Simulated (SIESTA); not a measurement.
# Sn (Im-3m) in SIESTA: further runs, part 2 of 2

SIESTA 5.4.2.

### Step 3. Relaxation of cell and atoms, PBE

Sn.fdf

```
SystemName                      Sn
SystemLabel                     Sn
NumberOfSpecies                 1
NumberOfAtoms                   1
%block ChemicalSpeciesLabel
  1  50 Sn
%endblock ChemicalSpeciesLabel

LatticeConstant                 1.0 Ang
%block LatticeVectors
    -1.8946518192     1.8946518192     1.8946518192
     1.8946518192    -1.8946518192     1.8946518192
     1.8946518192     1.8946518192    -1.8946518192
%endblock LatticeVectors
AtomicCoordinatesFormat         Fractional
%block AtomicCoordinatesAndAtomicSpecies
     0.0000000000     0.0000000000     0.0000000000  1  Sn
%endblock AtomicCoordinatesAndAtomicSpecies

%block kgrid.MonkhorstPack
    7   0   0  0.0
    0   7   0  0.0
    0   0   7  0.0
%endblock kgrid.MonkhorstPack
XC.Functional                   GGA
XC.Authors                      PBE
PAO.BasisSize                   DZDP
PAO.EnergyShift                 0.003 Ry
Mesh.Cutoff                     500 Ry
OccupationFunction              FD
ElectronicTemperature           0.05 eV
MaxSCFIterations                120
SCF.MustConverge                false
SCF.Mixer.Method                Pulay
SCF.Mixer.Weight                0.25
SCF.Mixer.History               8
SCF.DM.Tolerance                5.0e-05
SCF.H.Tolerance                 1.0e-03 eV
WriteForces                     true
Charge.Mulliken                 end
MD.TypeOfRun                    CG
MD.Steps                        40
MD.MaxForceTol                  0.02 eV/Ang
MD.MaxDispl                     0.1 Ang
WriteCoorStep                   true
AtomCoorFormatOut               Fractional
MD.VariableCell                 true
MD.MaxStressTol                 0.1 GPa
%block PAO.PolarizationScheme
  Sn non-perturbative
%endblock PAO.PolarizationScheme
%block PAO.Basis
  Sn 4
  n=5 0 2
    6.432 0.000
  n=5 1 2
    8.686 0.000
  n=4 2 2
    3.759 0.000
  n=5 2 2
    8.686 0.000
%endblock PAO.Basis
```

Potentials or basis: PseudoDojo 0.4 standard (PBE files), DZDP (energy shift 0.003 Ry; two zetas on semicore shells).

On the command line:

```bash
> siesta < Sn.fdf > Sn.out 2>&1
```

Sn.out:

```text
Version         : 5.4.2

[... 6 lines left out ...]
 NOTE: Please see the manual for full details and compatibility measures.

reinit: Reading from standard input
reinit: Dumping input in INPUT_TMP.36677
************************** Dump of input data file ****************************
SystemName                      Sn
SystemLabel                     Sn
NumberOfSpecies                 1
NumberOfAtoms                   1
%block ChemicalSpeciesLabel
  1  50 Sn
%endblock ChemicalSpeciesLabel
LatticeConstant                 1.0 Ang
%block LatticeVectors
    -1.8946518192     1.8946518192     1.8946518192
     1.8946518192    -1.8946518192     1.8946518192
     1.8946518192     1.8946518192    -1.8946518192
%endblock LatticeVectors
AtomicCoordinatesFormat         Fractional
%block AtomicCoordinatesAndAtomicSpecies
     0.0000000000     0.0000000000     0.0000000000  1  Sn
%endblock AtomicCoordinatesAndAtomicSpecies
%block kgrid.MonkhorstPack
    7   0   0  0.0
    0   7   0  0.0
    0   0   7  0.0
%endblock kgrid.MonkhorstPack
XC.Functional                   GGA
XC.Authors                      PBE
PAO.BasisSize                   DZDP
PAO.EnergyShift                 0.003 Ry
Mesh.Cutoff                     500 Ry
[... 700 lines left out ...]

siesta: Stress tensor (static) (eV/Ang**3):
siesta:    -0.000199    0.000039    0.000039
siesta:     0.000039   -0.000199    0.000039
siesta:     0.000039    0.000039   -0.000199

siesta: Constrained stress tensor (static) (eV/Ang**3):
siesta:    -0.000199    0.000039    0.000039
siesta:     0.000039   -0.000199    0.000039
siesta:     0.000039    0.000039   -0.000199

siesta: Cell volume =         27.836327 Ang**3

siesta: Pressure (static):
siesta:                Solid            Molecule  Units
siesta:           0.00000217          0.00000217  Ry/Bohr**3
siesta:           0.00019908          0.00019908  eV/Ang**3
siesta:           0.31896660          0.31896660  kBar

Basis Enthalpy Calculation:
    Basis Pressure for species 1(Sn) :      0.2000000 GPa

    Orbital volume contribution        =           1.798145 eV
    (Free)E + p_basis*V_orbitals       =       -2142.391676 eV
    (Free)Eharris+ p_basis*V_orbitals  =       -2142.391676 eV

mulliken: Atomic and Orbital Populations:

Species: Sn
Atom  Qatom  Qorb
               5s      5s      5py     5pz     5px     5py     5pz     5px
               4dxy    4dyz    4dz2    4dxz    4dx2-y2 4dxy    4dyz    4dz2
               4dxz    4dx2-y2 5dxy    5dyz    5dz2    5dxz    5dx2-y2 5dxy
               5dyz    5dz2    5dxz    5dx2-y2
   1 14.000   1.872  -0.044   0.270   0.270   0.270   0.296   0.296   0.296
              1.939   1.939   1.936   1.939   1.936   0.060   0.060   0.069

              0.060   0.069  -0.004  -0.004   0.070  -0.004   0.070   0.091

              0.091   0.033   0.091   0.033

mulliken: Qtot =       14.000

Mulliken Atomic Populations:
Atom #   charge [q] valence [e]  Species
     1    -0.000000   14.000000  Sn
 Total    -0.000000

Job completed
```

It took 70 s on 1 thread of Arm Neoverse V1, shared host; peak memory 0.24 GiB.

Results:

| Item | Value |
| --- | --- |
| Free energy | -2144.1898 eV |
| Relaxed volume | 27.84 Å³/atom |
| Relaxed cell | a = 3.307 Å, b = 3.307 Å, c = 3.307 Å, α = 109.47°, β = 109.47°, γ = 109.47° |
| Space group after relaxing (to 0.05 Å) | Im-3m (No. 229) |
| Energy gained by relaxing | 2.3 meV/atom |
| Ionic steps | 3 |
| Pressure after relaxing | 0.0 GPa |
| Band gap on the k mesh | none (metal or under the smearing width) |

The path:
| step | energy change (eV) | largest force (eV/Å) | pressure (GPa) | volume (Å³) |
| --- | --- | --- | --- | --- |
| 1 | 0.0000 | 0.0000 | 1.17 | 27.20 |
| 2 | -0.0018 | 0.0000 | -0.57 | 28.16 |
| 3 | -0.0023 | 0.0000 | 0.03 | 27.84 |

Final structure:
```
CELL_PARAMETERS angstrom
-1.90934 1.90920 1.90920
1.90920 -1.90934 1.90920
1.90920 1.90920 -1.90934
ATOMIC_POSITIONS crystal
Sn 0.00000 0.00000 0.00000
```

Levels at points of the mesh, in eV from the Fermi level:
```tsv
k point	band 5	band 6	band 7	band 8	band 9	band 10
(0.00, 0.00, 0.00)	-21.74	-11.23	7.44	7.44	7.44	12.32
```

Caveat: the basis of atomic orbitals isn't converged, which shifts pressures, moduli and gaps.

### Step 4. Relaxation of cell and atoms, PBE

Sn.fdf, as its differences from that of step 3:

```diff
@@ -26,3 +26,3 @@
 XC.Authors                      PBE
-PAO.BasisSize                   DZDP
+PAO.BasisSize                   TZP
 PAO.EnergyShift                 0.003 Ry
@@ -48,15 +48,12 @@
 MD.MaxStressTol                 0.1 GPa
-%block PAO.PolarizationScheme
-  Sn non-perturbative
-%endblock PAO.PolarizationScheme
 %block PAO.Basis
   Sn 4
-  n=5 0 2
-    6.432 0.000
-  n=5 1 2
-    8.686 0.000
+  n=5 0 3
+    6.432 0.000 0.000
+  n=5 1 3
+    8.686 0.000 0.000
   n=4 2 2
     3.759 0.000
-  n=5 2 2
-    8.686 0.000
+  n=5 2 1
+    8.686
 %endblock PAO.Basis
```

Potentials or basis: PseudoDojo 0.4 standard (PBE files), TZP (energy shift 0.003 Ry; two zetas on semicore shells).

On the command line:

```bash
> siesta < Sn.fdf > Sn.out 2>&1
```

It took 57 s on 1 thread of Arm Neoverse V1, shared host; peak memory 0.23 GiB.

Results (log left out):

| Quantity | Value |
| --- | --- |
| Free energy | -2144.1767 eV |
| Relaxed volume | 28.06 Å³/atom |
| Relaxed cell | a = 3.316 Å, b = 3.316 Å, c = 3.316 Å, α = 109.47°, β = 109.47°, γ = 109.47° |
| Space group after relaxing (to 0.05 Å) | Im-3m (No. 229) |
| Energy gained by relaxing | 4.4 meV/atom |
| Ionic steps | 3 |
| Pressure after relaxing | 0.0 GPa |
| Band gap on the k mesh | none (metal or under the smearing width) |

Step by step:
```
step  energy change (eV)  largest force (eV/Å)  pressure (GPa)  volume (Å³)
   1              0.0000                0.0000            1.62        27.20
   2             -0.0044                0.0000           -0.18        28.16
   3             -0.0044                0.0000            0.01        28.06
```

Final structure:
```xyz
1
Lattice="-1.9145 1.9143 1.9143 1.9143 -1.9145 1.9143 1.9143 1.9143 -1.9145" Properties=species:S:1:pos:R:3 pbc="T T T"
Sn    0.0000    0.0000    0.0000
```

Levels at points of the mesh, in eV from the Fermi level:
```
           k point  band 3  band 4  band 5  band 6  band 7  band 8  band 9  band 10  band 11  band 12
(0.00, 0.00, 0.00)  -21.83  -21.69  -21.69  -11.18    7.36    7.36    7.36    13.79    13.79    13.79
```

Caveat: the basis of atomic orbitals isn't converged, which shifts pressures, moduli and gaps.

### Step 5. Relaxation of cell and atoms, PBE

Sn.fdf, as its differences from that of step 4:

```diff
@@ -26,3 +26,3 @@
 XC.Authors                      PBE
-PAO.BasisSize                   TZP
+PAO.BasisSize                   TZDP
 PAO.EnergyShift                 0.003 Ry
@@ -48,2 +48,5 @@
 MD.MaxStressTol                 0.1 GPa
+%block PAO.PolarizationScheme
+  Sn non-perturbative
+%endblock PAO.PolarizationScheme
 %block PAO.Basis
@@ -56,4 +59,4 @@
     3.759 0.000
-  n=5 2 1
-    8.686
+  n=5 2 2
+    8.686 0.000
 %endblock PAO.Basis
```

Potentials or basis: PseudoDojo 0.4 standard (PBE files), TZDP (energy shift 0.003 Ry; two zetas on semicore shells).

On the command line:

```bash
> siesta Sn.fdf > Sn.out 2>&1
```

Run time: 95 s. Hardware: 1 thread of Arm Neoverse V1, shared host; peak memory 0.25 GiB.

It converged, with:

```yaml
Free_energy: -2144.2166 eV
Relaxed_volume: 27.86 Å³/atom
Relaxed_cell: a = 3.308 Å, b = 3.308 Å, c = 3.308 Å, α = 109.47°, β = 109.47°, γ = 109.47°
Space_group_after_relaxing_to_0.05_Å: Im-3m (No. 229)
Energy_gained_by_relaxing: 2.6 meV/atom
Ionic_steps: 3
Pressure_after_relaxing: 0.0 GPa
Band_gap_on_the_k_mesh: none (metal or under the smearing width)
```

The path:
| step | energy change (eV) | largest force (eV/Å) | pressure (GPa) | volume (Å³) |
| --- | --- | --- | --- | --- |
| 1 | 0.0000 | 0.0000 | 1.21 | 27.20 |
| 2 | -0.0022 | 0.0000 | -0.52 | 28.16 |
| 3 | -0.0026 | 0.0000 | 0.04 | 27.86 |

Final structure:
```
Sn
1.0
    -1.90991    1.90977    1.90977
     1.90977   -1.90991    1.90977
     1.90977    1.90977   -1.90991
Sn
1
Direct
  0.00000 0.00000 0.00000
```

Levels at points of the mesh, in eV from the Fermi level:
```csv
k point,band 4,band 5,band 6,band 7,band 8,band 9,band 10,band 11
"(0.00, 0.00, 0.00)",-21.72,-21.72,-11.21,7.44,7.44,7.44,12.33,12.33
```

Caveat: the basis of atomic orbitals isn't converged, which shifts pressures, moduli and gaps.

### Step 6. Overview

```csv
potentials or basis,gap on the mesh (eV),pressure (GPa),relaxed volume (Å³/atom)
"PseudoDojo 0.4 standard (PBE files), DZP (energy shift 0.003 Ry; two zetas on semicore shells)",none,0.0,28.23
"PseudoDojo 0.4 standard (PBE files), DZDP (energy shift 0.003 Ry; two zetas on semicore shells)",none,0.0,27.84
"PseudoDojo 0.4 standard (PBE files), TZP (energy shift 0.003 Ry; two zetas on semicore shells)",none,0.0,28.06
"PseudoDojo 0.4 standard (PBE files), TZDP (energy shift 0.003 Ry; two zetas on semicore shells)",none,0.0,27.86
```

Alike in all rows: task relaxation of cell and atoms; level PBE; no spin polarisation; cell relaxed; k mesh 7 × 7 × 7; smearing fermi-dirac 0.05 eV; grid cutoff 500 Ry; energy shift 0.003 Ry.

Caveats: the basis of atomic orbitals isn't converged, which shifts pressures, moduli and gaps.

Absolute energies hang on the potentials; compare differences alone.
